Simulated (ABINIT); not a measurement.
**RbBr (Fm-3m): G0W0 with ABINIT, start to end**

Wanted: ground state, empty states, screening and self-energy for RbBr (Fm-3m).

Program: ABINIT 10.8.3. Level of theory: PBE and many-body steps on it, plane waves. Results are calculated unless marked as measured.

The database entry behind the starting cell differs from later determinations by our own check (about 0.5 % short), so it need not match the best structure at ambient conditions.

**1. Set-up**

Symmetry: Fm-3m, No. 225, cubic system. Conventional cell: a = 6.854 Å, b = 6.854 Å, c = 6.854 Å, α = 90.00°, β = 90.00°, γ = 90.00°. Nearest to Rb lie 6 Br at 3.43 Å. Nearest to Br lie 6 Rb at 3.43 Å. Farther neighbours and most contacts between anions are not listed.

The cell and positions come from the Crystallography Open Database and are kept as given unless a step says otherwise.

**2. Ground state**

This step: ABINIT 10.8.3; DFT, PBE, plane waves, norm-conserving pseudopotentials.

The ground-state density comes first.

run.abi reads:

```
acell 3*1.0 Angstrom
rprim 
  0.000000000000 3.427000000000 3.427000000000
  3.427000000000 0.000000000000 3.427000000000
  3.427000000000 3.427000000000 -0.000000000000
ntypat 2
znucl 37 35
natom 2
typat 1 2
xred 
  0.000000000000 0.000000000000 0.000000000000
  0.500000000000 0.500000000000 0.500000000000
pp_dirpath "pseudos"
pseudos "Rb.upf, Br.upf"
ecut 19
ngkpt 6 6 6
nshiftk 1
shiftk 0 0 0
kptopt 1
chksymbreak 0
nband 13
occopt 1
tolvrs 1e-10
nstep 60
prtwf 0
optforces 0
optstress 0
indata_prefix "in"
outdata_prefix "out"
tmpdata_prefix "tmp"
```

Started as:

```console
OMP_NUM_THREADS=1 mpirun -n 4 abinit run.abi > log
```

Numbers of over 12 decimals in the logs are rounded to 6 here.

What it wrote:

```text
.Version 10.8.3 of ABINIT. v10.8.2 released Aug 2026.

 Symmetries : space group Fm -3 m (#225); Bravais cF (face-center cubic)
================================================================================
 Values of the parameters that define the memory need of the present run
     intxc =       0    ionmov =       0      iscf =       7    lmnmax =       6
     lnmax =       6     mgfft =      36  mpssoang =       3    mqgrid =    3001
     natom =       2  nloc_mem =       1    nspden =       1   nspinor =       1
    nsppol =       1      nsym =      48    n1xccc =    2501    ntypat =       2
    occopt =       1   xclevel =       2
-    mband =          13        mffmem =           1         mkmem =           4
       mpw =        2174          nfft =       46656          nkpt =          16
================================================================================
  Rough estimation (10% accuracy) of disk space for files :
================================================================================

--------------------------------------------------------------------------------
------------- Echo of variables that govern the present computation ------------
--------------------------------------------------------------------------------
 -outvars: echo values of preprocessed input variables --------
            acell      1.8897261259E+00  1.8897261259E+00  1.8897261259E+00 Bohr

      chksymbreak           0
             ecut      1.90000000E+01 Hartree
-          fftalg         312

              ixc     -101130
              kpt      0.00000000E+00  0.00000000E+00  0.00000000E+00
                       1.66666667E-01  0.00000000E+00  0.00000000E+00
                       3.33333333E-01  0.00000000E+00  0.00000000E+00
                       5.00000000E-01  0.00000000E+00  0.00000000E+00
                       1.66666667E-01  1.66666667E-01  0.00000000E+00
                       3.33333333E-01  1.66666667E-01  0.00000000E+00
                       5.00000000E-01  1.66666667E-01  0.00000000E+00
                      -3.33333333E-01  1.66666667E-01  0.00000000E+00
                      -1.66666667E-01  1.66666667E-01  0.00000000E+00
   [... 5 further rows ...]
                      -3.33333333E-01  3.33333333E-01  1.66666667E-01
                      -3.33333333E-01  5.00000000E-01  1.66666667E-01
         kptrlatt        6    0    0      0    6    0      0    0    6
          kptrlen      5.49514580E+01
P           mkmem           4
            natom           2
            nband          13
            ngfft          36      36      36
             nkpt          16
            nstep          60
             nsym          48
           ntypat           2
              occ      2.000000  2.000000  2.000000  2.000000  2.000000  2.000000
                       2.000000  2.000000  0.000000  0.000000  0.000000  0.000000
                       0.000000
        optforces           0
        optstress           0
            prtwf           0
            rprim      0.0000000000E+00  3.4270000000E+00  3.4270000000E+00
[...]
spgroup         225

           tolvrs      1.00000000E-10

             xred      0.0000000000E+00  0.0000000000E+00  0.0000000000E+00
[...]
znucl       37.00000   35.00000

================================================================================

 chkinp: Checking input parameters for consistency.

================================================================================
== DATASET  1 ==================================================================
-   mpi_nproc: 4, omp_nthreads: 1 (-1 if OMP is not activated)

--- !DatasetInfo
iteration_state: {dtset: 1, }
dimensions: {natom: 2, nkpt: 16, mband: 13, nsppol: 1, nspinor: 1, nspden: 1, mpw: 2174, }
cutoff_energies: {ecut:  19.0, pawecutdg:  -1.0, }
electrons: {nelect:   1.60000000E+01, charge:   0.00000000E+00, occopt:   1.00000000E+00, tsmear:   1.00000000E-02, }

 Real(R)+Recip(G) space primitive vectors, cartesian coordinates (Bohr,Bohr^-1):
 R(1)=  0.0000000  6.4760914  6.4760914  G(1)= -0.0772071  0.0772071  0.0772071
 R(2)=  6.4760914  0.0000000  6.4760914  G(2)=  0.0772071 -0.0772071  0.0772071
 R(3)=  6.4760914  6.4760914  0.0000000  G(3)=  0.0772071  0.0772071 -0.0772071
 Unit cell volume ucvol=  5.4321144E+02 bohr^3
 Angles (23,13,12)=  6.00000000E+01  6.00000000E+01  6.00000000E+01 degrees

 getcut: wavevector=  0.0000  0.0000  0.0000  ngfft=  36  36  36
         ecut(hartree)=     19.000   => boxcut(ratio)=   2.00324

--- Pseudopotential description ------------------------------------------------
- Rb Generated using ONCVPSP code by D. R. Hamann
- 37.00000   9.00000  171031                  znucl, zion, pspdat
12 -101130 2 -1 2308                          pspcod,pspxc,lmax,lloc,mmax
     nproj     2     2     2
  pspatm : epsatm=   34.45470878
         --- l  ekb(1:nproj) -->
[...]
pspatm: atomic psp has been read  and splines computed

- Br Generated using ONCVPSP code by D. R. Hamann
- 35.00000   7.00000  171031                  znucl, zion, pspdat
12 -101130 2 -1 1098                          pspcod,pspxc,lmax,lloc,mmax
     nproj     2     2     2
  pspatm : epsatm=   11.64859065
         --- l  ekb(1:nproj) -->
[...]
2    2.589748    0.385882
 pspatm: atomic psp has been read  and splines computed

   7.37652791E+02                                ecore*ucvol(ha*bohr**3)
--------------------------------------------------------------------------------

_setup2: Arith. and geom. avg. npw (full set) are    2148.356    2148.321

================================================================================

--- !BeginCycle
iteration_state: {dtset: 1, }
solver: {iscf: 7, nstep: 60, nline: 4, wfoptalg: 0, }
tolerances: {tolvrs: 1.00E-10, }

     iter   Etot(hartree)      deltaE(h)  residm     vres2
 ETOT  1  -42.919326766497    -4.292E+01 2.148E-02 5.695E+01
 ETOT  2  -42.937657193746    -1.833E-02 1.882E-02 2.540E+00
 ETOT  3  -42.938068935354    -4.117E-04 1.819E-03 3.897E-01
 ETOT  4  -42.938088369369    -1.943E-05 6.787E-04 3.269E-02
 ETOT  5  -42.938089964393    -1.595E-06 5.464E-04 3.243E-04
 ETOT  6  -42.938089977893    -1.350E-08 1.993E-04 1.758E-06
 ETOT  7  -42.938089978009    -1.162E-10 1.308E-04 9.622E-08
 ETOT  8  -42.938089978019    -9.742E-12 7.673E-05 2.875E-09
 ETOT  9  -42.938089978018     1.002E-12 2.935E-05 6.802E-11

 At SCF step    9       vres2   =  6.80E-11 < tolvrs=  1.00E-10 =>converged.

--- !ResultsGS
iteration_state: {dtset: 1, }
comment   : Summary of ground state results
lattice_vectors:
- [  0.0000000,   6.4760914,   6.4760914, ]
- [  6.4760914,   0.0000000,   6.4760914, ]
- [  6.4760914,   6.4760914,  -0.0000000, ]
lattice_lengths: [   9.15858,    9.15858,    9.15858, ]
lattice_angles: [ 60.000,  60.000,  60.000, ] # degrees, (23, 13, 12)
lattice_volume:   5.4321144E+02
convergence: {deltae:  1.002E-12, res2:  6.802E-11, residm:  2.935E-05, diffor:  0.000E+00, }
etotal    :  -4.29380900E+01
entropy   :   0.00000000E+00
fermie    :  -3.82805169E-02
cartesian_stress_tensor: null
pressure_GPa: null
xred      :
- [  0.0000E+00,   0.0000E+00,   0.0000E+00, Rb]
- [  5.0000E-01,   5.0000E-01,   5.0000E-01, Br]
cartesian_forces: null
force_length_stats: {min: null, max: null, mean: null, }

 Integrated electronic density in atomic spheres:
 ------------------------------------------------
 Atom  Sphere_radius  Integrated_density
    1        2.00000          6.04011203
    2        2.00000          4.25675229
================================================================================

 ----iterations are completed or convergence reached----

 Mean square residual over all n,k,spin=   28.329E-08; max=  29.351E-06
 reduced coordinates (array xred) for    2 atoms
       0.000000000000      0.000000000000      0.000000000000
       0.500000000000      0.500000000000      0.500000000000
 rms dE/dt=  0.0000E+00; max dE/dt=  0.0000E+00; dE/dt below (all hartree)
    1       0.000000000000      0.000000000000      0.000000000000
    2       0.000000000000      0.000000000000      0.000000000000

 cartesian coordinates (angstrom) at end:
    1      0.000000     0.000000     0.000000
    2      3.427000     3.427000     3.427000
 length scales=  1.889726125908  1.889726125908  1.889726125908 bohr
              =  1.000000000000  1.000000000000  1.000000000000 angstroms
 prteigrs : about to open file out_EIG
 Fermi (or HOMO) energy (hartree) =  -0.03828   Average Vxc (hartree)=  -0.27156
 Eigenvalues (hartree) for nkpt=  16  k points:
 kpt#   1, nband= 13, wtk=  0.00463, kpt=  0.0000  0.0000  0.0000 (reduced coord)
  -0.93590   -0.48605   -0.35047   -0.35047   -0.35047   -0.03828   -0.03828   -0.03828
   0.12208    0.22944    0.22944    0.22944    0.26211
 prteigrs : prtvol=0 or 1, do not print more k-points.

--- !EnergyTerms
iteration_state     : {dtset: 1, }
comment             : Components of total free energy in Hartree
kinetic             :  1.16832611025282E+01
hartree             :  7.38146148238216E+00
xc                  : -1.22925326011354E+01
Ewald energy        : -2.83094525709479E+01
psp_core            :  1.35794780975051E+00
local_psp           : -2.38293239440908E+01
non_local_psp       :  1.07054874349507E+00
total_energy        : -4.29380899780181E+01
total_energy_eV     : -1.16840495105654E+03
band_energy         : -5.27028916339994E+00

== END DATASET(S) ==============================================================
================================================================================

 -outvars: echo values of variables after computation  --------
           etotal     -4.2938089978E+01
            nband          13
             nkpt          16
          spgroup         225
 [... the other variables as echoed above ...]

 Calculation completed.
```

Wall time 5.7 s (4 MPI ranks of Arm Neoverse V1, shared host); peak memory 0.27 GiB; 23 s of CPU time.

Numbers from this step:

| Quantity | Value |
| --- | --- |
| total energy | -1168.4050 eV |
| gap | 4.364 eV |
| k of the valence top | 0, 0, 0 |
| k of the conduction bottom | 0, 0, 0 |
| least direct gap | 4.364 eV |

The gap is direct, at Γ.

(Continued in part 2 of 3.)

[Paths, hosts, dates, memory and timing lines, banners, echoed tables and standing remarks are left out of the program output.]

[Logs are printed without paths, hosts, clocks, repeated set-up lines and the standing remarks that a program may print on its own settings, such as how far it seeks lower states.]

[Runs of the session that timed out or met a known fault of the program may be left out.]

[Hosts, paths, dates, database ids (printed as entryN), source tags and the programs' standing remarks are cut or masked in the printed files.]

[G0W0 gaps are taken among the corrected bands and points alone; a level outside them can change the order at an edge.]

[Where Ansatz stands beside ABINIT at settings called matched, ABINIT's density can come from a denser mesh and the files from another edition; pairs whose starting gaps differed by over 0.03 eV were left out, so agreement reads better than it is.]
